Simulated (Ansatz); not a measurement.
Crystal: InP.

```
In P
1.0
     0.00000    2.76883    2.76883
     2.76883    0.00000    2.76883
     2.76883    2.76883    0.00000
In P
1 1
Direct
  0.00000 0.00000 0.00000
  0.50000 0.50000 0.50000
```

Measurements of this composition are mostly on another form, of space group No. 216.

| Quantity | Value |
| --- | --- |
| Program | Ansatz 0.2.0 |
| Task | relaxation of cell and atoms |
| Functional | LDA |
| Potentials or basis | Ansatz PAW |
| Cutoff | 420 eV (not typed: the program's choice for these potentials) |
| k mesh | 8 × 8 × 8 |
| Occupations | fermi-dirac, width 0.05 eV |
| Spin | no spin polarisation |

At the start: volume 21.23 Å³/atom.

Task: How do energy, volume and symmetry change on relaxing?

Result: It ends after 6 steps and the volume is 19.85 Å³/atom (-6.5 %); space group Fm-3m (No. 225, to 0.05 Å).

Step by step:
```csv
step,energy change (eV),largest force (eV/Å),volume (Å³)
1,0.0000,0.0000,42.45
2,-0.0190,0.0000,37.75
3,-0.0472,0.0000,39.95
4,-0.0477,0.0000,39.72
5,-0.0477,0.0000,39.69
6,-0.0471,0.0000,39.69
```

Final structure:
```xyz
2
Lattice="0.0000 2.7074 2.7074 2.7074 0.0000 2.7074 2.7074 2.7074 0.0000" Properties=species:S:1:pos:R:3 pbc="T T T"
In    0.0000    0.0000    0.0000
P     2.7074    2.7074    2.7074
```

Caveat: the plane-wave basis is chosen anew once the cell has moved, so the energies of steps on either side of that aren't comparable; the PAW data sets come from PBE, with cores solved anew for the run's functional, which leaves a small shift of forces and pressure.
